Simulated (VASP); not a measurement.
# Ti3Al (P6_3/mmc) in VASP: single point with PBE+D3(BJ)

Aim: the single point of Ti3Al with PBE+D3(BJ).

Everything below comes from runs of VASP 6.6.1. Logs are shortened: lines on timing, memory, paths and dates and some standing lists are left out, and cuts for length are marked.

## Step 1: Starting point

It takes space group P6_3/mmc (No. 194, hexagonal). The conventional cell has a = 5.661 Å, b = 5.661 Å, c = 4.586 Å, α = 90.00°, β = 90.00°, γ = 120.00°. Around Ti (site symmetry mm2) lie 8 Ti at 2.78 to 2.88 Å and 4 Al at 2.80 to 2.83 Å. Al (site symmetry -6m2) has 12 Ti at 2.80 to 2.83 Å as nearest neighbours.

The cell comes from a database or a generator and needn't be the stable form of this composition.

## Step 2: Single point, PBE+D3(BJ)

Input file INCAR:

```
PREC = Accurate ; ENCUT = 520
EDIFF = 1E-6 ; ISMEAR = 0
SIGMA = 0.1 ; LREAL = F
LASPH = T ; NELM = 100
ALGO = Fast ; ISIF = 2
LWAVE = F ; LCHARG = F
GGA = PE ; IVDW = 12
NBANDS = 49
```

Input file KPOINTS:

```
regular mesh
0
Gamma
  12 12 8
```

Input file POSCAR:

```
Ti3Al
1.0
    5.6606649658      0.0000000028      0.0000000000
   -2.8303324854      4.9022796613      0.0000000000
    0.0000000000      0.0000000000      4.5860430490
Ti Al
6 2
Direct
    0.8302476199      0.6604952398      0.2500000000
    0.1697523801      0.8302476199      0.7500000000
    0.6604952398      0.8302476199      0.7500000000
    0.3395047602      0.1697523801      0.2500000000
    0.8302476199      0.1697523801      0.2500000000
    0.1697523801      0.3395047602      0.7500000000
    0.3333333333      0.6666666667      0.2500000000
    0.6666666667      0.3333333333      0.7500000000
```

Potentials or basis: VASP PAW PBE potentials, release 64 (Ti_sv, Al).

Run with:

```
$ cat potpaw_PBE.64/Ti_sv/POTCAR potpaw_PBE.64/Al/POTCAR > POTCAR
$ mpirun -np 1 vasp_std > vasp.out
```

OUTCAR:

```text
PREC = Accurate
   ENCUT = 520
   EDIFF = 1E-6
   ISMEAR = 0
   LREAL = F
   LASPH = T
   NELM = 100
   ISIF = 2
   GGA = PE
   IVDW = 12
 IVDW          = 12

 ion  position               nearest neighbor table
   1  0.830  0.660  0.250-   4 2.78   5 2.78   8 2.80   8 2.80   7 2.83   7 2.83   2 2.83   2 2.83
                             3 2.83   3 2.83   4 2.88   5 2.88
   2  0.170  0.830  0.750-   3 2.78   6 2.78   7 2.80   7 2.80   8 2.83   8 2.83   1 2.83   1 2.83
                             4 2.83   4 2.83   3 2.88   6 2.88
   3  0.660  0.830  0.750-   6 2.78   2 2.78   7 2.80   7 2.80   8 2.83   8 2.83   5 2.83   5 2.83
                             1 2.83   1 2.83   6 2.88   2 2.88
   4  0.340  0.170  0.250-   1 2.78   5 2.78   8 2.80   8 2.80   7 2.83   7 2.83   2 2.83   2 2.83
                             6 2.83   6 2.83   1 2.88   5 2.88
   5  0.830  0.170  0.250-   4 2.78   1 2.78   8 2.80   8 2.80   7 2.83   7 2.83   6 2.83   6 2.83
                             3 2.83   3 2.83   4 2.88   1 2.88
   6  0.170  0.340  0.750-   3 2.78   2 2.78   7 2.80   7 2.80   8 2.83   8 2.83   5 2.83   5 2.83
                             4 2.83   4 2.83   3 2.88   2 2.88
   7  0.333  0.667  0.250-   2 2.80   2 2.80   3 2.80   3 2.80   6 2.80   6 2.80   1 2.83   4 2.83
                             5 2.83   5 2.83   1 2.83   4 2.83
   8  0.667  0.333  0.750-   5 2.80   5 2.80   4 2.80   4 2.80   1 2.80   1 2.80   6 2.83   3 2.83
                             2 2.83   2 2.83   6 2.83   3 2.83

  LATTYP: Found a hexagonal cell.
 ALAT       =     5.6606649658
 C/A-ratio  =     0.8101597739

  Lattice vectors:

 A1 = (   5.6606649658,   0.0000000028,   0.0000000000)
 A2 = (  -2.8303324854,   4.9022796613,   0.0000000000)
 A3 = (   0.0000000000,   0.0000000000,   4.5860430490)

Analysis of symmetry for initial positions (statically):
=====================================================================
 Subroutine PRICEL returns:
 Original cell was already a primitive cell.

 Routine SETGRP: Setting up the symmetry group for a
 hexagonal supercell.

 Subroutine GETGRP returns: Found 24 space group operations
 (whereof 12 operations were pure point group operations)
 out of a pool of 24 trial point group operations.

The static configuration has the point symmetry D_3d.
 The point group associated with its full space group is D_6h.

Analysis of symmetry for dynamics (positions and initial velocities):
=====================================================================
 Subroutine PRICEL returns:
 Original cell was already a primitive cell.

 Routine SETGRP: Setting up the symmetry group for a
 hexagonal supercell.

 Subroutine GETGRP returns: Found 24 space group operations
 (whereof 12 operations were pure point group operations)
 out of a pool of 24 trial point group operations.

The dynamic configuration has the point symmetry D_3d.
 The point group associated with its full space group is D_6h.

 Subroutine INISYM returns: Found 24 space group operations
 (whereof 12 operations are pure point group operations),
 and found     1 'primitive' translations

----------------------------------------------------------------------------------------

                                     Primitive cell

  volume of cell :     127.2634

  direct lattice vectors                    reciprocal lattice vectors
     5.660664966  0.000000003  0.000000000     0.176657691  0.101993365  0.000000000
    -2.830332485  4.902279661  0.000000000    -0.000000000  0.203986730  0.000000000
     0.000000000  0.000000000  4.586043049     0.000000000  0.000000000  0.218052903

  length of vectors
     5.660664966  5.660664966  4.586043049     0.203986730  0.203986730  0.218052903

  position of ions in fractional coordinates (direct lattice)
     0.830247620  0.660495240  0.250000000
     0.169752380  0.830247620  0.750000000
     0.660495240  0.830247620  0.750000000
     0.339504760  0.169752380  0.250000000
     0.830247620  0.169752380  0.250000000
     0.169752380  0.339504760  0.750000000
     0.333333333  0.666666667  0.250000000
     0.666666667  0.333333333  0.750000000

  ion indices of the primitive-cell ions
   primitive index   ion index
                 1           1
                 2           2
                 3           3
                 4           4
                 5           5
                 6           6
                 7           7
                 8           8

----------------------------------------------------------------------------------------

 KPOINTS: regular mesh

Automatic generation of k-mesh.
 Grid dimensions read from file:
 generate k-points for:   12   12    8

 Generating k-lattice:

  Cartesian coordinates                     Fractional coordinates (reciprocal lattice)
     0.014721474  0.008499447  0.000000000     0.083333333  0.000000000  0.000000000
    -0.000000000  0.016998894  0.000000000    -0.000000000  0.083333333  0.000000000
     0.000000000  0.000000000  0.027256613     0.000000000  0.000000000  0.125000000

  Length of vectors
     0.016998894  0.016998894  0.027256613

  Shift w.r.t. Gamma in fractional coordinates (k-lattice)
     0.000000000  0.000000000  0.000000000

 Subroutine IBZKPT returns following result:
 ===========================================

 Found     95 irreducible k-points:

 Following reciprocal coordinates:
            Coordinates               Weight
  0.000000  0.000000  0.000000      1.000000
  0.083333 -0.000000  0.000000      6.000000
  0.166667 -0.000000  0.000000      6.000000
  0.250000  0.000000  0.000000      6.000000
  0.333333 -0.000000  0.000000      6.000000
  0.416667 -0.000000  0.000000      6.000000
[... 16 lines left out ...]
  0.250000  0.000000  0.125000     12.000000
  0.333333 -0.000000  0.125000     12.000000
 [... further k-points ...]
   k-points           NKPTS =     95   k-points in BZ     NKDIM =     95   number of bands    NBANDS=     49
   number of dos      NEDOS =    301   number of ions     NIONS =      8
   total plane-waves  NPLWV =  63504
   dimension x,y,z NGX =    42 NGY =   42 NGZ =   36
   dimension x,y,z NGXF=    84 NGYF=   84 NGZF=   72
   ions per type =               6   2
   NGX,Y,Z   is equivalent  to a cutoff of  12.33, 12.33, 13.05 a.u.
   NGXF,Y,Z  is equivalent  to a cutoff of  24.67, 24.67, 26.10 a.u.
 SYSTEM =  unknown system
   PREC   = accura    normal or accurate (medium, high low for compatibility)
   ISTART =      0    job   : 0-new  1-cont  2-samecut
   ICHARG =      2    charge: 1-file 2-atom 10-const
   ISPIN  =      1    spin polarized calculation?
   LNONCOLLINEAR =      F non collinear calculations
   LSORBIT =      F    spin-orbit coupling
   LASPH  =      T    aspherical Exc in radial PAW
   ENCUT  =  520.0 eV  38.22 Ry    6.18 a.u.  10.53 10.53  8.53*2*pi/ulx,y,z
   NELM   =    100;   NELMIN=  2; NELMDL= -5     # of ELM steps
   EDIFF  = 0.1E-05   stopping-criterion for ELM
   LREAL  =      F    real-space projection
   EDIFFG = 0.1E-04   stopping-criterion for IOM
   NSW    =      0    number of steps for IOM
   IBRION =     -1    ionic relax: 0-MD 1-quasi-New 2-CG
   NFREE  =      0    steps in history (QN), initial steepest desc. (CG)
   ISIF   =      2    stress and relaxation
   ISYM   =      2    0-nonsym 1-usesym 2-fastsym
   POTIM  = 0.5000    time-step for ionic-motion
   TEBEG  =    0.0;   TEEND  =   0.0 temperature during run
   PSTRESS=    0.0 pullay stress
   NELECT =      78.0000    total number of electrons
   NUPDOWN=      -1.0000    fix difference up-down
   EMIN   =  10.00;   EMAX   =-10.00  energy-range for DOS
   EFERMI =   0.00;   METHOD = LEGACY
   ISMEAR =     0;   SIGMA  =   0.10  broadening in eV -4-tet -1-fermi 0-gaus
   EFERMI_NEDOS =   21; number of points for ismear=-14 and -15
   IALGO  =     68    algorithm
   IMIX   =      4    mixing-type and parameters
     AMIX     =   0.40;   BMIX     =  1.00
     AMIX_MAG =   1.60;   BMIX_MAG =  1.00
  volume/ion in A,a.u.               =      15.91       107.35
  Fermi-wavevector in a.u.,A,eV,Ry     =   1.390609  2.627871 26.310870  1.933794
  Thomas-Fermi vector in A             =   2.514528
   LORBIT       =      0    0 simple, 1 ext, 2 COOP (PROOUT), +10 PAW based schemes
   GGA     = PE    functional components
   LHFCALC =     F    Hartree Fock is set to
   AEXX    =    0.0000 exact exchange contribution
   IVDW    =    12    specifies the selected vdW correction
   LEPSILON=     F    determine dielectric tensor
   LRPA    =     F    only Hartree local field effects (RPA)
 non-spin polarized calculation
 RMM-DIIS sequential band-by-band and
 Gauss-broadening in eV      SIGMA  =   0.10
  energy-cutoff  :      520.00
  volume of cell :      127.26
 maximum number of plane-waves:      3461
   NGX = 21   NGY = 21   NGZ = 17

 number of electron      78.0000021 magnetization

 Free energy of the ion-electron system (eV)
  ---------------------------------------------------
  ext. energy  EPLUGINS =         0.00000000
  ---------------------------------------------------
  free energy    TOTEN  =       -56.64883198 eV

  energy without entropy =      -56.62388903  energy(sigma->0) =      -56.63636050

 E-fermi :   8.7105     XC(G=0): -11.5215

 val. band max:        8.7067346007   @ k =   0.1667   0.0833   0.5000
 cond. band min:       8.7112430187   @ k =   0.2500   0.0000   0.5000
 fundamental gap:      0.0045084179
 Fermi energy:         8.7104688811

 k-point     1 :       0.0000    0.0000    0.0000
  band No.  band energies     occupation
      1     -47.7985      2.00000
      2     -47.6869      2.00000
      3     -47.6842      2.00000
      4     -47.6842      2.00000
      5     -47.6307      2.00000
      6     -47.6307      2.00000
[... 41 lines left out ...]
     48      11.0204      0.00000
     49      11.0928      0.00000

 k-point     2 :       0.0833   -0.0000    0.0000
  band No.  band energies     occupation
      1     -47.7968      2.00000
      2     -47.6874      2.00000
      3     -47.6851      2.00000
      4     -47.6842      2.00000
      5     -47.6310      2.00000
      6     -47.6307      2.00000
[... 41 lines left out ...]
     48      11.1037      0.00000
     49      11.1793      0.00000

 k-point     3 :       0.1667   -0.0000    0.0000
  band No.  band energies     occupation
      1     -47.7918      2.00000
      2     -47.6933      2.00000
      3     -47.6844      2.00000
      4     -47.6834      2.00000
      5     -47.6319      2.00000
      6     -47.6305      2.00000
[... 41 lines left out ...]
     48      10.9466      0.00000
     49      11.1511      0.00000

 k-point     4 :       0.2500    0.0000    0.0000
  band No.  band energies     occupation
      1     -47.7838      2.00000
      2     -47.7028      2.00000
      3     -47.6846      2.00000
      4     -47.6803      2.00000
      5     -47.6336      2.00000
      6     -47.6303      2.00000
[... 977 lines left out ...]
     48      10.9296      0.00000
     49      11.0974      0.00000

 k-point    23 :       0.2500    0.0000    0.1250
  band No.  band energies     occupation
      1     -47.7799      2.00000
      2     -47.7016      2.00000
      3     -47.6827      2.00000
      4     -47.6825      2.00000
      5     -47.6365      2.00000
      6     -47.6324      2.00000
[... 41 lines left out ...]
     48      11.0062      0.00000
     49      11.1738      0.00000

 k-point    24 :       0.3333   -0.0000    0.1250
  band No.  band energies     occupation
      1     -47.7698      2.00000
      2     -47.7129      2.00000
      3     -47.6827      2.00000
      4     -47.6790      2.00000
      5     -47.6392      2.00000
      6     -47.6322      2.00000
[... 41 lines left out ...]
     48      10.8583      0.00000
     49      11.0359      0.00000

 [... further k-points ...]

------------------------ aborting loop because EDIFF is reached ----------------------------------------

 Edisp (eV)   -4.57923

 E8    (eV) :    -2.1512

  FORCE on cell =-STRESS in cart. coord.  units (eV):
  Direction    XX          YY          ZZ          XY          YZ          ZX
  --------------------------------------------------------------------------------------
  -------------------------------------------------------------------------------------
  Total      -0.08944    -0.08944    -0.01230     0.00000    -0.00000    -0.00000
  in kB      -1.12598    -1.12598    -0.15488     0.00000    -0.00000    -0.00000
  external pressure =       -0.80 kB  Pullay stress =        0.00 kB

 VOLUME and BASIS-vectors are now :
 -----------------------------------------------------------------------------
  energy-cutoff  :      520.00
  volume of cell :      127.26
      direct lattice vectors                 reciprocal lattice vectors
     5.660664966  0.000000003  0.000000000     0.176657691  0.101993365  0.000000000
    -2.830332485  4.902279661  0.000000000    -0.000000000  0.203986730  0.000000000
     0.000000000  0.000000000  4.586043049     0.000000000  0.000000000  0.218052903

 POSITION                                       TOTAL-FORCE (eV/Angst)
 -----------------------------------------------------------------------------------
      2.83033      3.23793      1.14651         0.000000     -0.000337      0.000000
     -1.38897      4.07011      3.43953         0.000292     -0.000169     -0.000000
      1.38897      4.07011      3.43953        -0.000292     -0.000169     -0.000000
      1.44137      0.83217      1.14651         0.000292      0.000169      0.000000
      4.21930      0.83217      1.14651        -0.000292      0.000169      0.000000
     -0.00000      1.66435      3.43953        -0.000000      0.000337     -0.000000
     -0.00000      3.26819      1.14651        -0.000000     -0.000000      0.000000
      2.83033      1.63409      3.43953        -0.000000      0.000000      0.000000
 -----------------------------------------------------------------------------------
    total drift:                               -0.000001      0.000000     -0.000000

  FREE ENERGIE OF THE ION-ELECTRON SYSTEM (eV)
  ---------------------------------------------------
  free  energy   TOTEN  =       -61.2280663256 eV

  energy  without entropy=      -61.2031233739  energy(sigma->0) =      -61.21559485
```

Run time: 30 min. Hardware: 1 thread of Intel Xeon Platinum 8259CL at 2.50GHz (Skylake/Cascade Lake), shared host; peak memory 0.55 GiB.

Results:

| Item | Value |
| --- | --- |
| Free energy | -61.2281 eV |
| Pressure | -0.1 GPa |
| Band gap on the k mesh | none (metal or under the smearing width) |
| Dispersion energy per atom | -0.572 eV |

Caveat: pairwise dispersion overbinds metals, which lowers pressure and volume.
